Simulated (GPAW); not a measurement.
# Cu (Fm-3m) in GPAW: single point with PBE

Aim: the single point of Cu with PBE.

All numbers are computed with GPAW 26.7.0; they aren't measurements. Logs are shortened: lines on timing, memory, paths and dates and some standing lists are left out, and cuts for length are marked. The log counts tension as positive stress, the text compression.

## Step 1: The undisturbed crystal

Symmetry: Fm-3m, No. 225, cubic system. Conventional cell: a = 3.615 Å, b = 3.615 Å, c = 3.615 Å, α = 90.00°, β = 90.00°, γ = 90.00°. Around Cu (site symmetry m-3m) lie 12 Cu at 2.56 Å.

## Step 2: Single point, PBE (volume scaled by 0.92)

Contents of run.py:

```python
from ase import Atoms
from ase.dft.bandgap import bandgap
from ase.io import write
from ase.units import GPa
from gpaw import GPAW, PW

atoms = Atoms(['Cu'],
              cell=[[0.0, 1.7579543034, 1.7579543034],
                    [1.7579543034, 0.0, 1.7579543034],
                    [1.7579543034, 1.7579543034, 0.0]],
              scaled_positions=[[0.0, 0.0, 0.0]],
              pbc=True)

calc = GPAW(mode=PW(500),
            xc='PBE',
            kpts={'size': (10, 10, 10), 'gamma': True},
            occupations={'name': 'fermi-dirac', 'width': 0.05},
            nbands=14,
            convergence={'density': 1e-05, 'energy': 1e-05},
            maxiter=80,
            txt='gpaw.txt')
atoms.calc = calc
energy = atoms.get_potential_energy()
forces = atoms.get_forces()
stress = atoms.get_stress()
calc.write('gs.gpw')
write('result.traj', atoms)
print(f'Energy: {energy:.6f} eV')
print('Forces (eV/A):')
print(forces.round(4))
print('Stress (GPa):', (stress / GPa).round(3))
print('Fermi level:', round(calc.get_fermi_level(), 4), 'eV')
print(f'Gap: {bandgap(calc)[0]:.4f} eV, direct: {bandgap(calc, direct=True)[0]:.4f} eV')
```

Potentials or basis: GPAW PAW data sets (gpaw-data 1.2.1), pw.

Command:

```console
$ OMP_NUM_THREADS=1 python run.py
```

gpaw.txt:

```text
__  _  _
 | _ |_)|_||  |
 |__||  | ||/\| - 26.7.0

Input parameters:
  mode=PW(ecut=500.0),
  convergence={'density': 1e-05, 'energy': 1e-05},
  kpts=MonkhorstPack(size=(10, 10, 10), gamma=True),
  maxiter=80,
  nbands=14,
  occupations=Occupations(name='fermi-dirac', width=0.05),
  xc=XC(name='PBE')

Diagonalizing LCAO Hamiltonian
Converting LCAO to pw mode

       Cu

Atoms  # Å, Bohr magnetons
|   | symbol |        x |        y |        z |    initial magnetic moments |
|---|--------|----------|----------|----------|-----------------------------|
| 0 |     Cu | 0.000000 | 0.000000 | 0.000000 | ( 0.0000,  0.0000,  0.0000) |

Unit cell  # Å
| periodic |        x |        y |        z |  lengths |    angles |
|----------|----------|----------|----------|----------|-----------|
|      yes | 0.000000 | 1.757954 | 1.757954 | 2.486123 | 60.000000 |
|      yes | 1.757954 | 0.000000 | 1.757954 | 2.486123 | 60.000000 |
|      yes | 1.757954 | 1.757954 | 0.000000 | 2.486123 | 60.000000 |

Number of symmetries: 48
Symmetry operations  # r_c * U_cc + t_c -> r_c
|    | kind |            matrix            |
|----|------|------------------------------|
|  0 |  σ   |  1, 0, 0,  1, 0,-1,  1,-1, 0 |
|  1 |  C2  |  1, 0, 0,  1,-1, 0,  1, 0,-1 |
|  2 |  E   |  1, 0, 0,  0, 1, 0,  0, 0, 1 |
|  3 |  σ   |  1, 0, 0,  0, 0, 1,  0, 1, 0 |
|  4 |  C4  |  1, 0,-1,  1, 0, 0,  1,-1, 0 |
|  5 |  S6  |  1, 0,-1,  1,-1, 0,  1, 0, 0 |
|  6 |  σ   |  1, 0,-1,  0, 1,-1,  0, 0,-1 |
|  7 |  C3  |  1, 0,-1,  0, 0,-1,  0, 1,-1 |
|  8 |  S6  |  1,-1, 0,  1, 0, 0,  1, 0,-1 |
|  9 |  C4  |  1,-1, 0,  1, 0,-1,  1, 0, 0 |
| 10 |  C3  |  1,-1, 0,  0,-1, 1,  0,-1, 0 |
| 11 |  σ   |  1,-1, 0,  0,-1, 0,  0,-1, 1 |
| 12 |  σ   |  0, 1, 0,  1, 0, 0,  0, 0, 1 |
| 13 |  C4  |  0, 1, 0,  0, 1,-1, -1, 1, 0 |
| 14 |  C3  |  0, 1, 0,  0, 0, 1,  1, 0, 0 |
| 15 |  S6  |  0, 1, 0, -1, 1, 0,  0, 1,-1 |
| 16 |  C2  |  0, 1,-1,  1, 0,-1,  0, 0,-1 |
| 17 |  σ   |  0, 1,-1,  0, 1, 0, -1, 1, 0 |
| 18 |  S4  |  0, 1,-1,  0, 0,-1,  1, 0,-1 |
| 19 |  C4  |  0, 1,-1, -1, 1, 0,  0, 1, 0 |
| 20 |  C3  |  0, 0, 1,  1, 0, 0,  0, 1, 0 |
| 21 |  σ   |  0, 0, 1,  0, 1, 0,  1, 0, 0 |
| 22 |  S6  |  0, 0, 1,  0,-1, 1, -1, 0, 1 |
| 23 |  C4  |  0, 0, 1, -1, 0, 1,  0,-1, 1 |
| 24 |  S4  |  0, 0,-1,  1, 0,-1,  0, 1,-1 |
| 25 |  C3  |  0, 0,-1,  0, 1,-1,  1, 0,-1 |
| 26 |  C2  |  0, 0,-1,  0,-1, 0, -1, 0, 0 |
| 27 |  S6  |  0, 0,-1, -1, 0, 0,  0,-1, 0 |
| 28 |  S4  |  0,-1, 1,  1,-1, 0,  0,-1, 0 |
| 29 |  C4  |  0,-1, 1,  0, 0, 1, -1, 0, 1 |
| 30 |  C2  |  0,-1, 1,  0,-1, 0,  1,-1, 0 |
| 31 |  σ   |  0,-1, 1, -1, 0, 1,  0, 0, 1 |
| 32 |  C3  |  0,-1, 0,  1,-1, 0,  0,-1, 1 |
| 33 |  S6  |  0,-1, 0,  0, 0,-1, -1, 0, 0 |
| 34 |  S4  |  0,-1, 0,  0,-1, 1,  1,-1, 0 |
| 35 |  C2  |  0,-1, 0, -1, 0, 0,  0, 0,-1 |
| 36 |  C2  | -1, 1, 0,  0, 1, 0,  0, 1,-1 |
| 37 |  S6  | -1, 1, 0,  0, 1,-1,  0, 1, 0 |
| 38 |  S4  | -1, 1, 0, -1, 0, 1, -1, 0, 0 |
| 39 |  C3  | -1, 1, 0, -1, 0, 0, -1, 0, 1 |
| 40 |  S6  | -1, 0, 1,  0, 0, 1,  0,-1, 1 |
| 41 |  C2  | -1, 0, 1,  0,-1, 1,  0, 0, 1 |
| 42 |  C3  | -1, 0, 1, -1, 1, 0, -1, 0, 0 |
| 43 |  S4  | -1, 0, 1, -1, 0, 0, -1, 1, 0 |
| 44 |  C2  | -1, 0, 0,  0, 0,-1,  0,-1, 0 |
| 45 |  i   | -1, 0, 0,  0,-1, 0,  0, 0,-1 |
| 46 |  σ   | -1, 0, 0, -1, 1, 0, -1, 0, 1 |
| 47 |  C2  | -1, 0, 0, -1, 0, 1, -1, 1, 0 |

BZ-sampling:
  Number of BZ points: 1000
  Number of IBZ points: 47

  Monkhorst-Pack size: [10, 10, 10]
  Monkhorst-Pack shift: [0.05, 0.05, 0.05]

K-points  # in reciprocal-cell coordinates
|     |                                coordinates |     weight |
|-----|--------------------------------------------|------------|
|   0 | (  0.00000000,   0.00000000,   0.00000000) | 0.00100000 |
|   1 | (  0.10000000,   0.10000000,   0.00000000) | 0.00600000 |
|   2 | (  0.10000000,   0.10000000,   0.10000000) | 0.00800000 |
|   3 | (  0.20000000,   0.10000000,   0.10000000) | 0.01200000 |
|   4 | (  0.20000000,   0.20000000,   0.00000000) | 0.00600000 |
|   5 | (  0.20000000,   0.20000000,   0.10000000) | 0.02400000 |
|   6 | (  0.20000000,   0.20000000,   0.20000000) | 0.00800000 |
|   7 | (  0.30000000,   0.20000000,   0.10000000) | 0.02400000 |
|   8 | (  0.30000000,   0.20000000,   0.20000000) | 0.02400000 |
|   9 | (  0.30000000,   0.30000000,   0.00000000) | 0.00600000 |
| ... |                                            |            |
|  46 | (  0.50000000,   0.50000000,   0.50000000) | 0.00400000 |

Plane wave coefficients: 291
Cutoff: 500.0 eV

Spin-components: 1 (collinear spins)
Bands:           14
Projectors:      6
Spin-degeneracy: 2
Datatype:        complex128

Density:
  Valence electrons: 11.0
  Components: 1
  Grid points: [14 14 14]
  Charge: 0.0  # |e|

Potential:
  Grid points: [14 14 14]

species:
  Cu:
    name:    Copper
    Z:       29.0
    valence: 11
    core:    18
    charge:  0.0  # [|e|]
    compensation charges:
      type: gauss
      rc: 0.33  # [Å]
      lmax: 2
    cutoffs:
      filter: 2.06  # [Å]
      core: 2.43  # [Å]
    projectors
    | kind |    occ | energy [eV] | rcut [Å] |
    |------|--------|-------------|----------|
    |   4s |  1.000 |      -4.609 |    1.164 |
    |   4p |  0.000 |      -0.698 |    1.164 |
    |   3d | 10.000 |      -5.039 |    1.058 |
    |    s |        |      22.603 |    1.164 |
    |    p |        |      26.513 |    1.164 |
    |    d |        |      22.172 |    1.058 |

    Using partial waves for Cu as LCAO basis

Reference energy: -45021.451841  # eV

eigensolver:
  PPCG
  Converge bands: occupied
  niter=2

density mixing:
  MSR1-Mixer
  Pratt-step length: 0.05
  Maximum mixing coefficient: 0.75
  Old densities: 10
  SVD Regularization: 0.005
  Good broyden scale: 1.0
  Trust region scale: 1.0
  Backstep threshold: 4.0
  History deletion threshold: 6.0
  Fourier metric: weight=20.0, sigma=0.015

occupation numbers:
  Fermi-Dirac:
    width: 0.0500  # eV

poisson solver:
  ecut: 4000.0  # eV

xc functional:
  name: PBE with 2 nearest neighbor stencil

convergence criteria:
- Maximum integral of absolute [dens]ity change: 1e-05 electrons / valence electron
- Maximum [total energy] change in last 3 cyles: 1e-05 eV / valence electron
- Maximum integral of absolute [eigenst]ate change: 4e-08 eV^2 / valence electron
maximum number of iterations: 80

SCF iterations
|iter     | |      energy | eigst |  dens |
|---------|-|-------------|-------|-------|
|iter:   1| |   -4.576315 | -0.50 |       |
|iter:   2| |   -4.211642 | -3.12 | -0.89 |
|iter:   3| |   -3.606478 | -2.16 | -0.99 |
|iter:   4| |   -3.593370 | -3.97 | -1.76 |
|iter:   5| |   -3.585640 | -3.40 | -1.96 |
|iter:   6| |   -3.585643 | -6.56 | -3.41 |
|iter:   7| |   -3.585638c| -6.29 | -3.47 |
|iter:   8| |   -3.585638c| -7.62c| -4.65 |
|iter:   9| |   -3.585638c| -7.75c| -4.97 |
|iter:  10| |   -3.585638c| -9.01c| -5.98c|

Converged in 10 steps
Energy contributions relative to reference atoms: (reference = -45021.451841)

Energy contributions:
  Kinetic:          -9.237224
  Coulomb:           7.261600
  Zero:              0.081873
  External:          0.000000
  Xc:               -1.689448
  Entropy:          -0.004878
  Spinorbit:         0.000000
  ----------------------------
  Free energy:      -3.588077
  Extrapolated:     -3.585638

dipole moment: (-7.687301, -7.687301, -7.687301)  # |e|*Ang

Fermi level: 9.062
Eigenvalues  # (at kpt = [0.000, 0.000, 0.000])
| band index |      eig [eV] | occ [0-2] |
|------------|---------------|-----------|
|          0 |        -0.864 |     2.000 |
|          1 |         5.873 |     2.000 |
|          2 |         5.873 |     2.000 |
|          3 |         5.873 |     2.000 |
|          4 |         6.805 |     2.000 |
|          5 |         6.805 |     2.000 |
|          6 |        32.920 |     0.000 |
|          7 |        35.969 |     0.000 |
|          8 |        35.969 |     0.000 |
|          9 |        35.969 |     0.000 |
|         10 |        38.223 |     0.000 |
|         11 |        38.223 |     0.000 |
|         12 |        38.223 |     0.000 |
|         13 |        42.072 |     0.000 |

No gap
No difference between direct/indirect transitions

Forces  # eV/Ang
|       x |       y |       z |
|---------|---------|---------|
| 0.00000 | 0.00000 | 0.00000 |  # Cu   0

Stress tensor  # eV/Ang^3
|         x |         y |         z |
|-----------|-----------|-----------|
| -0.109269 | -0.000000 |  0.000000 |
| -0.000000 | -0.109269 | -0.000000 |
|  0.000000 | -0.000000 | -0.109269 |

# Writing to gs.gpw (mode='')
```

stdout:

```text
Energy: -3.585638 eV
Forces (eV/A):
[[0. 0. 0.]]
Stress (GPa): [-17.507 -17.507 -17.507  -0.      0.     -0.   ]
Fermi level: 9.0616 eV
Gap: 0.0000 eV, direct: 0.0000 eV
```

Wall time 6.6 s (1 thread of Arm Neoverse V1, shared host); peak memory 0.12 GiB.

Results:

| Quantity | Value |
| --- | --- |
| Free energy | -3.5881 eV |
| Pressure | 17.5 GPa |
| Band gap on the k mesh | none (metal or under the smearing width) |

Caveat: with this Cu data set, volumes or pressures lay over 1.5 % or 2 GPa off other programs in two to four cells of ten; the cutoff is short for stress and forces, so pressures can be off by a GPa or more.
